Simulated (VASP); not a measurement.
Set up this calculation in VASP 6.6.1, as the native input.

```
Task                   : single point
Functional             : PBE
Potentials or basis    : VASP PAW PBE potentials, release 64 (Br)
Cutoff                 : 520 eV
k mesh                 : 13 × 13 × 13
Occupations            : fermi-dirac, width 0.05 eV
Spin                   : no spin polarisation
Further INCAR settings : ALGO = Normal; EDIFF = 1e-07; NBANDS = 10
```

The structure of Br lies in POSCAR:

```
Br
1.0
   -1.3708610000      1.4282190000      3.5071040000
    1.5439400000     -1.4350240000      3.5786800000
    1.3437790000      1.4079430000     -3.5098120000
Br
1
Direct
    0.0120770000      0.0047410000      0.0189630000
```

The cell isn't the ideal one: cell strained at random at fixed volume.

These files were run (other wordings do the same):

INCAR

```
SYSTEM = Br
PREC = Accurate
ENCUT = 520
EDIFF = 1E-7
ISMEAR = -1
SIGMA = 0.05
LREAL = .False.
LASPH = .True.
NELM = 80
ALGO = Normal
ISIF = 2
LWAVE = .False.
LCHARG = .False.
GGA = PE
NBANDS = 10
```

KPOINTS

```
regular mesh
0
Gamma
  13 13 13
  0 0 0
```

Potentials or basis: VASP PAW PBE potentials, release 64 (Br).

The run is started by

```sh
$ cat potpaw_PBE.64/Br/POTCAR > POTCAR
$ mpirun -np 1 vasp_std > vasp.out
```

Results of the run:

The pressure is 1.0 GPa. The band gap on the k mesh is none (metal or under the smearing width).

Caveat: an odd number of electrons without spin polarisation forces a metal; a magnetic or distorted state may lie lower.

Wall time 4.7 min on 1 thread of Intel(R) Xeon(R) Platinum 8488C (Sapphire Rapids), with other jobs on the host, peak memory 0.41 GiB.
